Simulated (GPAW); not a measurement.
**CaO (Fm-3m): G0W0 with GPAW, start to end**

Aim: the G0W0 gap of CaO (Fm-3m) on PBE, step by step.

Method: PBE and many-body steps on it, plane waves, in GPAW 26.7.0.

Report form: the programs' logs are mostly left out.

### Step 1. Set-up

It takes space group Fm-3m (No. 225, cubic). The conventional cell has a = 4.807 Å, b = 4.807 Å, c = 4.807 Å, α = 90.00°, β = 90.00°, γ = 90.00°. Nearest to Ca lie 6 O at 2.40 Å. Nearest to O lie 6 Ca at 2.40 Å. Farther neighbours and most contacts between anions are not listed.

The cell and positions are those that the Materials Project relaxed with its own functionals (PBE, PBE+U or r2SCAN), kept fixed.

### Step 2. Ground state

This step: GPAW 26.7.0; DFT, PBE, plane waves, PAW.

The ground-state density comes first.

run.py reads:

```python
import json
import numpy as np
from gpaw.mpi import world
from ase import Atoms
from gpaw import GPAW, PW, FermiDirac

atoms = Atoms(['Ca', 'O'],
    cell=[[0.0000000000, 2.4035556960, 2.4035556960],
      [2.4035556960, 0.0000000000, 2.4035556960],
      [2.4035556960, 2.4035556960, 0.0000000000]],
    scaled_positions=[[0.0000000000, 0.0000000000, 0.0000000000],
      [0.5000000000, 0.5000000000, 0.5000000000]],
    pbc=(True, True, True))
calc = GPAW(mode=PW(600),
    xc='PBE',
    kpts={'size': (8, 8, 8), 'gamma': True},
    occupations=FermiDirac(0.001),
    nbands=-7,
    convergence={'density': 1e-6, 'bands': -3},
    maxiter=100,
    txt='gs.txt')
atoms.calc = calc
res = {'energy': atoms.get_potential_energy()}
kpts = calc.get_ibz_k_points()
res['kpts'] = kpts
res['eigenvalues'] = [calc.get_eigenvalues(kpt=k) for k in range(len(kpts))]
res['n_electrons'] = calc.get_number_of_electrons()
calc.write('gs.gpw')

if world.rank == 0:
    with open('result.json', 'w') as f:
        json.dump(res, f, default=lambda x: x.tolist())
```

Run with:

```console
> mpirun -n 4 gpaw python run.py
```

Wall time 4.5 s (4 MPI ranks of Intel Xeon 6975P-C (Granite Rapids), shared host); peak memory 0.62 GiB; 17 s of CPU time.

This step gave:

* total energy: -13.03 eV
* gap: 3.693 eV
* k of the valence top: 0, 0, 0
* k of the conduction bottom: 0.5, 0.5, 0
* least direct gap: 4.066 eV

The gap is indirect, with the least direct gap 0.37 eV higher.

### Step 3. Bands along the symmetry lines

The cheap functional maps the bands first; the places of the edges decide which points the dearer methods must see.

run.py reads:

```python
import json
import numpy as np
from gpaw.mpi import world
from gpaw import GPAW

path = [[0.000000, 0.000000, 0.000000],
    [0.062500, 0.000000, 0.062500],
    [0.125000, 0.000000, 0.125000],
    [0.187500, 0.000000, 0.187500],
    [0.250000, 0.000000, 0.250000],
    [0.312500, 0.000000, 0.312500],
    [0.375000, 0.000000, 0.375000],
    [0.437500, 0.000000, 0.437500],
    [0.500000, 0.000000, 0.500000],
    [0.515625, 0.031250, 0.515625],
    [0.531250, 0.062500, 0.531250],
    [0.546875, 0.093750, 0.546875],
    [0.562500, 0.125000, 0.562500],
    [0.578125, 0.156250, 0.578125],
    [0.593750, 0.187500, 0.593750],
    [0.609375, 0.218750, 0.609375],
    [0.625000, 0.250000, 0.625000],
    [0.375000, 0.375000, 0.750000],
    [0.328125, 0.328125, 0.656250],
    [0.281250, 0.281250, 0.562500],
    [0.234375, 0.234375, 0.468750],
    [0.187500, 0.187500, 0.375000],
    [0.140625, 0.140625, 0.281250],
    [0.093750, 0.093750, 0.187500],
    [0.046875, 0.046875, 0.093750],
    [0.000000, 0.000000, 0.000000],
    [0.062500, 0.062500, 0.062500],
    [0.125000, 0.125000, 0.125000],
    [0.187500, 0.187500, 0.187500],
    [0.250000, 0.250000, 0.250000],
    [0.312500, 0.312500, 0.312500],
    [0.375000, 0.375000, 0.375000],
    [0.437500, 0.437500, 0.437500],
    [0.500000, 0.500000, 0.500000],
    [0.500000, 0.468750, 0.531250],
    [0.500000, 0.437500, 0.562500],
    [0.500000, 0.406250, 0.593750],
    [0.500000, 0.375000, 0.625000],
    [0.500000, 0.343750, 0.656250],
    [0.500000, 0.312500, 0.687500],
    [0.500000, 0.281250, 0.718750],
    [0.500000, 0.250000, 0.750000],
    [0.500000, 0.218750, 0.718750],
    [0.500000, 0.187500, 0.687500],
    [0.500000, 0.156250, 0.656250],
    [0.500000, 0.125000, 0.625000],
    [0.500000, 0.093750, 0.593750],
    [0.500000, 0.062500, 0.562500],
    [0.500000, 0.031250, 0.531250],
    [0.500000, 0.000000, 0.500000]]
calc = GPAW('gs.gpw').fixed_density(kpts=path,
    symmetry='off',
    nbands=18,
    convergence={'bands': 14},
    txt='bands.txt')
res = {}
kpts = calc.get_ibz_k_points()
res['kpts'] = kpts
res['eigenvalues'] = [calc.get_eigenvalues(kpt=k) for k in range(len(kpts))]
res['n_electrons'] = calc.get_number_of_electrons()

if world.rank == 0:
    with open('result.json', 'w') as f:
        json.dump(res, f, default=lambda x: x.tolist())
```

Run with:

```console
> mpirun -n 4 gpaw python run.py
```

Run time: 4.6 s. Hardware: 4 MPI ranks; peak memory 0.65 GiB; 17 s of CPU time.

Numbers from this step:

| Item | Value |
| --- | --- |
| gap | 3.693 eV |
| k of the valence top | 0, 0, 0 |
| k of the conduction bottom | 0.5, 0, 0.5 |
| least direct gap | 4.066 eV |

The gap is 3.693 eV, as in the run before at this level.

Electronic bands along the path, in eV, zero at the top of the highest filled band; v1 is the highest filled band, c1 the lowest empty one:

```tsv
point	v4	v3	v2	v1	c1	c2	c3	c4
Γ	-15.49	0.00	0.00	0.00	4.73	6.24	6.24	6.24
halfway	-14.97	-1.66	-0.29	-0.29	4.74	6.62	8.04	8.04
X	-15.25	-1.31	-0.37	-0.37	3.69	8.02	8.84	9.47
halfway	-15.14	-1.29	-0.69	-0.50	4.12	8.21	8.90	9.09
U	-14.89	-1.32	-1.21	-0.77	5.16	7.98	8.53	8.99
jump to K	-14.89	-1.32	-1.21	-0.77	5.16	7.98	8.53	8.99
halfway	-14.73	-1.79	-0.91	-0.55	6.12	7.04	7.20	8.02
Γ	-15.49	0.00	0.00	0.00	4.73	6.24	6.24	6.24
halfway	-14.83	-1.52	-0.64	-0.64	6.26	6.87	7.17	7.17
L	-14.31	-2.61	-1.16	-1.16	7.06	8.32	8.32	8.49
halfway	-14.59	-2.03	-1.11	-1.03	6.75	6.83	8.71	8.90
W	-14.87	-1.26	-1.05	-1.05	6.32	6.32	8.35	9.47
halfway	-15.06	-1.26	-0.84	-0.66	4.51	8.24	8.28	9.35
X	-15.25	-1.31	-0.37	-0.37	3.69	8.02	8.84	9.47
```

### Step 4. Empty states on the mesh, 6×6×6 mesh, 155 bands

The sums over transitions need many empty states on a uniform mesh; this step solves for them.

run.py reads:

```python
import json
import numpy as np
from gpaw.mpi import world
from gpaw import GPAW

calc = GPAW('gs.gpw').fixed_density(kpts={'size': (6, 6, 6), 'gamma': True},
    parallel={'domain': 1, 'band': 1},
    txt='nscf.txt')
calc.diagonalize_full_hamiltonian(nbands=155)
calc.write('full.gpw', mode='all')
res = {}
kpts = calc.get_ibz_k_points()
res['kpts'] = kpts
res['eigenvalues'] = [calc.get_eigenvalues(kpt=k) for k in range(len(kpts))]
res['n_electrons'] = calc.get_number_of_electrons()

if world.rank == 0:
    with open('result.json', 'w') as f:
        json.dump(res, f, default=lambda x: x.tolist())
```

Run with:

```console
> mpirun -n 4 gpaw python run.py
```

Wall time 5.6 s (4 MPI ranks); peak memory 0.92 GiB.

This step gave:

```
gap                                                           : 3.693 eV
k of the valence top                                          : 0, 0, 0
k of the conduction bottom                                    : 0.5, 0.5, 0
least direct gap                                              : 4.066 eV
k points computed                                             : 16
lowest point of the top converged band, above the valence top : 163.1711 eV
```

On this mesh the gap is 3.693 eV.

### Step 5. Screening and self-energy, 6×6×6 mesh, 145 bands, screening to 175 eV

Now the one-shot GW correction: screening in the RPA, then the self-energy of the levels asked for.

This step: G0W0 on PBE, plane waves, PAW.

run.py reads:

```python
import json
import numpy as np
from gpaw.mpi import world
from gpaw.response.g0w0 import G0W0

gw = G0W0('full.gpw',
    filename='gw',
    kpts=[0, 12],
    bands=(6, 10),
    ecut=175,
    nbands=145,
    integrate_gamma='WS',
    ppa=True)
gw.calculate()
res = {mode: {k: v for k, v in r.items() if k != 'sigma_eskwn'}
       for mode, r in gw.all_results.items()}

if world.rank == 0:
    with open('result.json', 'w') as f:
        json.dump(res, f, default=lambda x: x.tolist())
```

Run with:

```console
> mpirun -n 4 gpaw python run.py
```

Elapsed: 74 s, on 4 MPI ranks; peak memory 1.1 GiB; 4.9 min of CPU time.

Numbers from this step:

- G0W0 gap on the points computed: 6.151 eV
- least direct G0W0 gap on the computed points: 6.355 eV
- Z at the valence top: 0.7857
- Z at the conduction bottom: 0.8486
- starting gap on the mesh: 3.693 eV
- k of the valence top: 0, 0, 0
- k of the conduction bottom: 0.5, 0.5, 0

The gap on the mesh goes from 3.69 eV to 6.15 eV, a correction of +2.46 eV.

Limits: finite bands, cutoff and mesh. v1 is the top filled band, c1 the lowest empty one. Levels before and after the correction, in eV, zero at the valence-band top of each column:

```tsv
	conduction bottom	valence top
Kohn-Sham	3.69	0.00
G0W0	6.15	0.00
```

```tsv
	level	energy (eV)
Kohn-Sham	Γ v2-v1	0.000
Kohn-Sham	Γ c1	4.733
Kohn-Sham	Γ c2	6.240
Kohn-Sham	(0.5 0.5 0) v2-v1	-0.374
Kohn-Sham	(0.5 0.5 0) c1	3.693
Kohn-Sham	(0.5 0.5 0) c2	8.023
G0W0	Γ v2-v1	0.000
G0W0	Γ c1	6.355
G0W0	Γ c2	9.430
G0W0	(0.5 0.5 0) v2-v1	-0.474
G0W0	(0.5 0.5 0) c1	6.151
G0W0	(0.5 0.5 0) c2	11.467
```

### Step 6. Where the time went

Times are wall times on 4 MPI ranks of Intel Xeon 6975P-C (Granite Rapids), shared host, good to a factor of about two.

```tsv
step	time	share	memory (GiB)
ground state	4.5 s	5 %	0.62
bands along the symmetry lines	4.6 s	5 %	0.65
empty states on the mesh	5.6 s	6 %	0.92
screening and self-energy	74 s	83 %	1.1
```

### Step 7. Results

* PBE gap: 3.69 eV, indirect
* G0W0 gap on the mesh: 6.15 eV
* GW settings: 6×6×6 mesh, 145 bands, screening to 175 eV, Godby-Needs plasmon pole
* known limits: not at the basis limit

G0W0 moves the gap on the mesh from 3.69 eV to 6.15 eV (+2.46 eV), with Z of 0.79 and 0.85 at the edges. Only 2 of the mesh's irreducible points were corrected, so a valley elsewhere could overtake. The dearest step here is «screening and self-energy». Bands and cutoff are finite, so the gap is not at the basis limit. The miss can reach some tenths of an eV and take either sign; the mesh is an error of its own. These stock PAW sets were not made for GW. In the G0W0 run levels were corrected at 2 k points alone, so a gap called «on the mesh» is the least over those, and an edge elsewhere would be missed.

[Paths, hosts, dates, memory and timing lines, banners, echoed tables and standing remarks are left out of the program output.]

[Logs are printed without paths, hosts, clocks, repeated set-up lines and the standing remarks that a program may print on its own settings, such as how far it seeks lower states.]

[Runs of the session that timed out or met a known fault of the program may be left out.]

[Hosts, paths, dates, database ids (printed as entryN), source tags and the programs' standing remarks are cut or masked in the printed files.]
